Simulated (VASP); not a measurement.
# RuS (F-43m) in VASP: further runs

One crystal, RuS, is run at these levels: r2SCAN+U, PBEsol+U; tasks: single point.

All numbers are computed with VASP 6.6.1; they aren't measurements. Logs are shortened: lines on timing, memory, paths and dates and some standing lists are left out, and cuts for length are marked.

## (1) The structure

The structure is cubic, space group F-43m (No. 216). Conventional cell: a = 5.529 Å, b = 5.529 Å, c = 5.529 Å, α = 90.00°, β = 90.00°, γ = 90.00°. Ru (site symmetry -43m) is surrounded by 4 S at 2.39 Å. S (site symmetry -43m) is surrounded by 4 Ru at 2.39 Å.

The cell comes from a database or a generator and needn't be the stable form of this composition.

## (2) Single point, r2SCAN+U, collinear spin, random start

Contents of INCAR:

```
PREC = Accurate
ENCUT = 520
EDIFF = 1E-6
ISMEAR = 0
SIGMA = 0.05
LREAL = False
LASPH = True
NELM = 80
ALGO = Normal
ISIF = 2
LWAVE = False
LCHARG = True
ISPIN = 2
MAGMOM = -0.24 0
LORBIT = 11
LMAXMIX = 4
LDAU = True
LDAUTYPE = 2
LDAUL = 2 -1
LDAUU = 8 0
LDAUJ = 0 0
LDAUPRINT = 1
METAGGA = R2SCAN
LMIXTAU = True
LELF = True
LVHAR = True
NBANDS = 21
```

Contents of KPOINTS:

```
regular mesh
0
Gamma
  6 6 6
```

Contents of POSCAR:

```
RuS
1.0
    0.0000000000      2.7642955000      2.7642955000
    2.7642955000      0.0000000000      2.7642955000
    2.7642955000      2.7642955000      0.0000000000
Ru S
1 1
Direct
    0.0000000000      0.0000000000      0.0000000000
    0.2500000000      0.2500000000      0.2500000000
```

Potentials or basis: VASP PAW PBE potentials, release 64 (Ru_pv, S).

The run is started by

```
$ cat potpaw_PBE.64/Ru_pv/POTCAR potpaw_PBE.64/S/POTCAR > POTCAR
$ mpirun -np 1 vasp_std > vasp.out
```

OUTCAR:

```text
PREC = Accurate
   ENCUT = 520
   EDIFF = 1E-6
   ISMEAR = 0
   LREAL = False
   LASPH = True
   NELM = 80
   ISIF = 2
   ISPIN = 2
   LORBIT = 11
   METAGGA = R2SCAN

 ion  position               nearest neighbor table
   1  0.000  0.000  0.000-   2 2.39   2 2.39   2 2.39   2 2.39
   2  0.250  0.250  0.250-   1 2.39   1 2.39   1 2.39   1 2.39

  LATTYP: Found a face centered cubic cell.
 ALAT       =     5.5285910000

  Lattice vectors:

 A1 = (   0.0000000000,   2.7642955000,   2.7642955000)
 A2 = (   2.7642955000,   0.0000000000,   2.7642955000)
 A3 = (   2.7642955000,   2.7642955000,   0.0000000000)

Analysis of symmetry for initial positions (statically):
=====================================================================
 Subroutine PRICEL returns:
 Original cell was already a primitive cell.

 Routine SETGRP: Setting up the symmetry group for a
 face centered cubic supercell.

 Subroutine GETGRP returns: Found 24 space group operations
 (whereof 24 operations were pure point group operations)
 out of a pool of 48 trial point group operations.

The static configuration has the point symmetry T_d .

Analysis of symmetry for dynamics (positions and initial velocities):
=====================================================================
 Subroutine PRICEL returns:
 Original cell was already a primitive cell.

 Routine SETGRP: Setting up the symmetry group for a
 face centered cubic supercell.

 Subroutine GETGRP returns: Found 24 space group operations
 (whereof 24 operations were pure point group operations)
 out of a pool of 48 trial point group operations.

The dynamic configuration has the point symmetry T_d .

Analysis of structural, dynamic, and magnetic symmetry:
=====================================================================
 Subroutine PRICEL returns:
 Original cell was already a primitive cell.

 Routine SETGRP: Setting up the symmetry group for a
 face centered cubic supercell.

 Subroutine GETGRP returns: Found 24 space group operations
 (whereof 24 operations were pure point group operations)
 out of a pool of 48 trial point group operations.

The overall configuration has the point symmetry T_d .

 Subroutine INISYM returns: Found 24 space group operations
 (whereof 24 operations are pure point group operations),
 and found     1 'primitive' translations

----------------------------------------------------------------------------------------

                                     Primitive cell

  volume of cell :      42.2458

  direct lattice vectors                    reciprocal lattice vectors
     0.000000000  2.764295500  2.764295500    -0.180877913  0.180877913  0.180877913
     2.764295500  0.000000000  2.764295500     0.180877913 -0.180877913  0.180877913
     2.764295500  2.764295500  0.000000000     0.180877913  0.180877913 -0.180877913

  length of vectors
     3.909304187  3.909304187  3.909304187     0.313289735  0.313289735  0.313289735

  position of ions in fractional coordinates (direct lattice)
     0.000000000  0.000000000  0.000000000
     0.250000000  0.250000000  0.250000000

  ion indices of the primitive-cell ions
   primitive index   ion index
                 1           1
                 2           2

----------------------------------------------------------------------------------------

 KPOINTS: regular mesh

Automatic generation of k-mesh.
 Grid dimensions read from file:
 generate k-points for:    6    6    6

 Generating k-lattice:

  Cartesian coordinates                     Fractional coordinates (reciprocal lattice)
[... 73 lines left out ...]
  Fermi-wavevector in a.u.,A,eV,Ry     =   1.275921  2.411141 22.149927  1.627974
  Thomas-Fermi vector in A             =   2.408606
   LORBIT       =     11    0 simple, 1 ext, 2 COOP (PROOUT), +10 PAW based schemes
 LDA+U is selected, type is set to LDAUTYPE =  2
   angular momentum for each species LDAUL =     2   -1
   U (eV)           for each species LDAUU =   8.0  0.0
   J (eV)           for each species LDAUJ =   0.0  0.0
   METAGGA = R2SCAN    functional components
   LHFCALC =     F    Hartree Fock is set to
   AEXX    =    0.0000 exact exchange contribution
   IVDW    =     0    specifies the selected vdW correction
   LEPSILON=     F    determine dielectric tensor
   LRPA    =     F    only Hartree local field effects (RPA)
 spin polarized calculation
 Gauss-broadening in eV      SIGMA  =   0.05
  energy-cutoff  :      520.00
  volume of cell :       42.25
 maximum number of plane-waves:      1158
 NGX is ok and might be reduce to    30
   NGX = 15   NGY = 15   NGZ = 15

 number of electron      19.9999994 magnetization      -0.3936926

 Free energy of the ion-electron system (eV)
  ---------------------------------------------------
  ext. energy  EPLUGINS =         0.00000000
  ---------------------------------------------------
  free energy    TOTEN  =       -30.16282787 eV

  energy without entropy =      -30.15919208  energy(sigma->0) =      -30.16100998

atom =   1  type =  1  l = 2

 onsite density matrix

spin component  1

  0.0869 -0.0000 -0.0000 -0.0000 -0.0000
 -0.0000  0.0869 -0.0000 -0.0000 -0.0000
 -0.0000 -0.0000  0.8742 -0.0000 -0.0000
 -0.0000 -0.0000 -0.0000  0.0869 -0.0000
 -0.0000 -0.0000 -0.0000 -0.0000  0.8742

spin component  2

  0.8157  0.0000 -0.0000  0.0000  0.0000
  0.0000  0.8157  0.0000  0.0000 -0.0000
 -0.0000  0.0000  0.8617  0.0000  0.0000
  0.0000  0.0000  0.0000  0.8157 -0.0000
  0.0000 -0.0000  0.0000 -0.0000  0.8617

 occupancies and eigenvectors

  o =  0.0869  v = -0.9991 -0.0409 -0.0000 -0.0119 -0.0000  0.0000  0.0000  0.0000  0.0000  0.0000      0.0000  0.0000  0.0000  0.0000  0.0000  0.0000  0.0000  0.0000  0.0000  0.0000
  o =  0.0869  v =  0.0426 -0.9590 -0.0000 -0.2801 -0.0000  0.0000  0.0000  0.0000  0.0000  0.0000      0.0000  0.0000  0.0000  0.0000  0.0000  0.0000  0.0000  0.0000  0.0000  0.0000
  o =  0.0869  v =  0.0000 -0.2804 -0.0000  0.9599  0.0000  0.0000  0.0000  0.0000  0.0000  0.0000      0.0000  0.0000  0.0000  0.0000  0.0000  0.0000  0.0000  0.0000  0.0000  0.0000
  o =  0.8157  v =  0.0000  0.0000  0.0000  0.0000  0.0000  1.0000  0.0000  0.0000  0.0000  0.0000      0.0000  0.0000  0.0000  0.0000  0.0000  0.0000  0.0000  0.0000  0.0000  0.0000
  o =  0.8157  v =  0.0000  0.0000  0.0000  0.0000  0.0000  0.0000  0.2423  0.0000 -0.9702 -0.0000      0.0000  0.0000  0.0000  0.0000  0.0000  0.0000  0.0000  0.0000  0.0000  0.0000
  o =  0.8157  v =  0.0000  0.0000  0.0000  0.0000  0.0000  0.0000 -0.9702  0.0000 -0.2423  0.0000      0.0000  0.0000  0.0000  0.0000  0.0000  0.0000  0.0000  0.0000  0.0000  0.0000
  o =  0.8617  v =  0.0000  0.0000  0.0000  0.0000  0.0000  0.0000  0.0000  0.6069  0.0000  0.7948      0.0000  0.0000  0.0000  0.0000  0.0000  0.0000  0.0000  0.0000  0.0000  0.0000
  o =  0.8617  v =  0.0000  0.0000  0.0000  0.0000  0.0000  0.0000  0.0000  0.7948  0.0000 -0.6069      0.0000  0.0000  0.0000  0.0000  0.0000  0.0000  0.0000  0.0000  0.0000  0.0000
  o =  0.8742  v =  0.0000  0.0000 -0.9840  0.0000  0.1784  0.0000  0.0000  0.0000  0.0000  0.0000      0.0000  0.0000  0.0000  0.0000  0.0000  0.0000  0.0000  0.0000  0.0000  0.0000
  o =  0.8742  v =  0.0000  0.0000 -0.1784  0.0000 -0.9840  0.0000  0.0000  0.0000  0.0000  0.0000      0.0000  0.0000  0.0000  0.0000  0.0000  0.0000  0.0000  0.0000  0.0000  0.0000

 number of electron      19.9999994 magnetization      -2.0018284

 Free energy of the ion-electron system (eV)
  ---------------------------------------------------
  ext. energy  EPLUGINS =         0.00000000
  ---------------------------------------------------
  free energy    TOTEN  =       -26.87896226 eV

  energy without entropy =      -26.87815119  energy(sigma->0) =      -26.87855673

 E-fermi :   5.3135     XC(G=0): -10.6654

 val. band max:        5.2727479835   @ k =   0.5000   0.1667   0.0000
 cond. band min:       5.4680281065   @ k =   0.5000   0.1667   0.0000
 fundamental gap:      0.1952801231
 Fermi energy:         5.3134587985

 spin component 1

 k-point     1 :       0.0000    0.0000    0.0000
  band No.  band energies     occupation
      1     -36.1395      1.00000
      2     -36.1395      1.00000
      3     -36.1394      1.00000
      4      -9.1336      1.00000
      5       1.9284      1.00000
      6       1.9287      1.00000
[... 373 lines left out ...]
     20      20.3000      0.00000
     21      21.0209      0.00000
 Fermi energy:         5.3134587985

 spin component 2

 k-point     1 :       0.0000    0.0000    0.0000
  band No.  band energies     occupation
      1     -38.4998      1.00000
      2     -38.4998      1.00000
      3     -38.4998      1.00000
      4      -8.7278      1.00000
      5      -1.1044      1.00000
      6      -1.1044      1.00000
[... 373 lines left out ...]
     20      20.0091      0.00000
     21      20.3190      0.00000

------------------------ aborting loop because EDIFF is reached ----------------------------------------

  FORCE on cell =-STRESS in cart. coord.  units (eV):
  Direction    XX          YY          ZZ          XY          YZ          ZX
  --------------------------------------------------------------------------------------
  -------------------------------------------------------------------------------------
  Total        1.9791237      1.9791237      1.9791237      0.0000000      0.0000000      0.0000000
  in kB       75.0585422     75.0585422     75.0585422      0.0000000      0.0000000      0.0000000
  external PRESSURE =      75.0585422 kB  Pullay stress =       0.0000000 kB

 VOLUME and BASIS-vectors are now :
 -----------------------------------------------------------------------------
  energy-cutoff  :      520.00
  volume of cell :       42.25
      direct lattice vectors                 reciprocal lattice vectors
     0.000000000  2.764295500  2.764295500    -0.180877913  0.180877913  0.180877913
     2.764295500  0.000000000  2.764295500     0.180877913 -0.180877913  0.180877913
     2.764295500  2.764295500  0.000000000     0.180877913  0.180877913 -0.180877913

 POSITION                                       TOTAL-FORCE (eV/Angst)
 -----------------------------------------------------------------------------------
      0.00000      0.00000      0.00000         0.000000      0.000000      0.000000
      1.38215      1.38215      1.38215        -0.000000     -0.000000     -0.000000
 -----------------------------------------------------------------------------------
    total drift:                                0.000001      0.000001      0.000001

  FREE ENERGIE OF THE ION-ELECTRON SYSTEM (eV)
  ---------------------------------------------------
  free  energy   TOTEN  =       -26.8789622598 eV

  energy  without entropy=      -26.8781511939  energy(sigma->0) =      -26.87855673

 total charge

# of ion       s       p       d       tot
------------------------------------------
    1        0.267   6.175   6.134  12.576
    2        1.326   2.404   0.000   3.730
--------------------------------------------------
tot          1.593   8.580   6.134  16.307

 magnetization (x)

# of ion       s       p       d       tot
------------------------------------------
    1       -0.032  -0.024  -2.149  -2.205
    2        0.006   0.322   0.000   0.327
--------------------------------------------------
tot         -0.026   0.298  -2.149  -1.878
```

It took 2.1 min on 1 thread of Intel Xeon Platinum 8375C at 2.90GHz (Ice Lake), shared host; peak memory 0.2 GiB.

Results:

* Free energy: -26.8790 eV
* Pressure: 7.5 GPa
* Band gap on the k mesh: none (metal or under the smearing width)
* Net moment: -2.00 μB per cell
* Site moments: Ru -2.21; S +0.33 μB
* Valence electrons inside the program's atomic spheres: Ru 12.58; S 3.73

Levels at points of the mesh, in eV from the Fermi level:
Spin up:
```csv
k point,band 7,band 8,band 9,band 10,band 11,band 12
"(0.00, 0.00, 0.00)",-3.38,-2.93,-2.93,2.89,6.73,6.73
"(0.50, 0.00, 0.00)",-4.18,-1.62,-1.62,3.40,5.11,5.11
"(0.50, 0.50, 0.00)",-3.27,-2.42,-1.52,1.41,4.58,4.58
```
Spin down:
```
           k point  band 8  band 9  band 10  band 11  band 12  band 13  band 14  band 15
(0.00, 0.00, 0.00)   -3.68   -3.68     2.03     2.03     2.03     2.38     8.37     8.37
(0.50, 0.00, 0.00)   -3.56   -3.56    -3.40     0.60     0.60     4.83     8.49     8.88
(0.50, 0.50, 0.00)   -3.82   -3.22    -2.06    -1.45    -1.45     5.05     6.99     9.42
```

Eigenvalues of the final occupation matrices:
```tsv
site	spin	trace	eigenvalues
site 1 d	1	2.01	0.09 0.09 0.09 0.87 0.87
site 1 d	2	4.17	0.82 0.82 0.82 0.86 0.86
```

Caveat: the PAW data sets were made with another functional, which shifts forces and pressure a little. The state reached can hang on the start; a lower one may exist.

(Continued in part 2 of 2.)
